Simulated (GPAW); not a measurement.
**W: band structure with PBEsol**

W:

```xyz
1
Lattice="0.0000 2.0300 2.0300 2.0300 0.0000 2.0300 2.0300 2.0300 0.0000" Properties=species:S:1:pos:R:3 pbc="T T T"
W     0.0000    0.0000    0.0000
```

This isn't the form of W at room conditions, which is bcc.

```
Program             : GPAW 26.7.0
Task                : band structure
Functional          : PBEsol
Potentials or basis : PAW data sets generated in the run's folder for this functional
Cutoff              : 600 eV
Basis               : pw
k mesh              : 11 × 11 × 11
Occupations         : fermi-dirac, width 0.05 eV
Spin                : no spin polarisation
Maxiter             : 150
Band path           : GXWKGLUWLK,UX
Band points         : 100
```

```
Pressure                : -13.1 GPa
Band gap along the path : none (metal or under the smearing width)
```

Levels at the corners of the path, in eV from the Fermi level:
```csv
point,band 4,band 5,band 6,band 7,band 8,band 9,band 10
Γ,-37.38,-8.85,-0.54,-0.54,-0.54,2.48,2.48
X,-37.77,-5.34,-4.38,2.95,4.86,5.62,5.62
W,-37.78,-3.64,-1.97,-1.97,1.24,5.63,9.94
K,-37.68,-4.23,-3.20,-0.13,2.55,4.54,7.51
Γ,-37.38,-8.85,-0.54,-0.54,-0.54,2.48,2.48
L,-37.52,-5.47,-0.76,-0.76,0.59,4.90,4.90
U,-37.68,-4.23,-3.20,-0.13,2.55,4.54,7.51
W,-37.78,-3.64,-1.97,-1.97,1.24,5.63,9.94
L,-37.52,-5.47,-0.76,-0.76,0.59,4.90,4.90
K,-37.68,-4.23,-3.20,-0.13,2.55,4.54,7.51
U,-37.68,-4.23,-3.20,-0.13,2.55,4.54,7.51
X,-37.77,-5.34,-4.38,2.95,4.86,5.62,5.62
```

It took 22 s on 1 thread of Arm Neoverse V2, with other jobs on the host, peak memory 0.18 GiB.

Caveat: spin-orbit coupling is left out, which moves the levels of the heavy elements.
